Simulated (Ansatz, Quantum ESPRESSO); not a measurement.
# Equation of state of wurtzite ZnS

How stiff is wurtzite ZnS under hydrostatic load? Each row relaxes cell and atoms at a set pressure. The phase is followed to these pressures whether or not it stays the stable one.

Calculated with Ansatz 0.2.0, PBEsol, PAW files of the set soft_1, cutoff 600 eV, Fermi–Dirac smearing 0.02 eV, k-mesh 8×8×5, no spin polarisation, no spin-orbit coupling.

Reference cell, relaxed at zero pressure with PBEsol (P6_3mc): a = 3.7822 Å, b = 3.7822 Å, c = 6.2077 Å, α = 90.00°, β = 90.00°, γ = 120.00°.

```csv
atom,x,y,z
Zn,0.3333,0.6667,0.0000
Zn,0.6667,0.3333,0.5000
S,0.6667,0.3333,0.1259
S,0.3333,0.6667,0.6259
```

| V (Å³/atom) | V/V0 | P (GPa) | E − E0 (meV/atom) |
| --- | --- | --- | --- |
| 20.3729 | 1.0596 | −4.000 | 15.1 |
| 18.1756 | 0.9454 | 4.997 | 15.6 |
| 17.3662 | 0.9033 | 10.001 | 53.0 |
| 16.1607 | 0.8406 | 19.993 | 163.6 |
| 15.2695 | 0.7942 | 29.999 | 301.4 |

V0 = 19.2262 Å³ an atom, where the residual pressure P0 is −0.001 GPa. **Question.** Fit the Birch–Murnaghan law and give the pressure and the energy at V = 16.7106 Å³ an atom, a row left out above.

With the Eulerian strain f = ½[(V0/V)^(2/3) − 1] and F = (P − P0)/[3f(1 + 2f)^(5/2)], the third-order law is the line F = B0 + (3/2) B0 (B′ − 4) f.

| f | F (GPa) |
| --- | --- |
| 0.08302 | 82.04 |
| 0.06138 | 81.29 |
| 0.03509 | 80.19 |
| 0.01909 | 79.48 |
| −0.01894 | 77.50 |

A straight line through the 5 rows: the means are 0.03593 for f and 80.1 for F, Σ(Δx)² = 0.00616 and ΣΔxΔy = 0.2747, so the slope is 0.2747/0.00616 = 44.588 and the intercept 80.1 − (44.588)(0.03593) = 78.498.

Hence B0 = 78.5 GPa and B′ = 4 + (44.6)/(1.5 × 78.5) = 4.38. For the withheld volume f = 0.04900, F = 80.68 GPa and P = 14.98 GPa. The run itself gives 15.00 GPa, so the estimate misses by 0.02 GPa; the fitted rows themselves lie up to 0.06 GPa off the law.

Integrating the same law gives E − E0 = (9/2) B0 V0 f²[1 + (B′ − 4) f] + P0(V0 − V), with 1 GPa Å³ = 6.2415 meV: 103.6 meV an atom. The run itself gives 103.8 meV, so the estimate misses by 0.2 meV; the fitted rows themselves lie up to 0.2 meV off the law.

The same fit over all rows at other levels or in other programs gives B0 = 80 GPa with PBEsol (Quantum ESPRESSO, GBRV).

[Logs are printed without paths, hosts, clocks, repeated set-up lines and the standing remarks that a program may print on its own settings, such as how far it seeks lower states.]
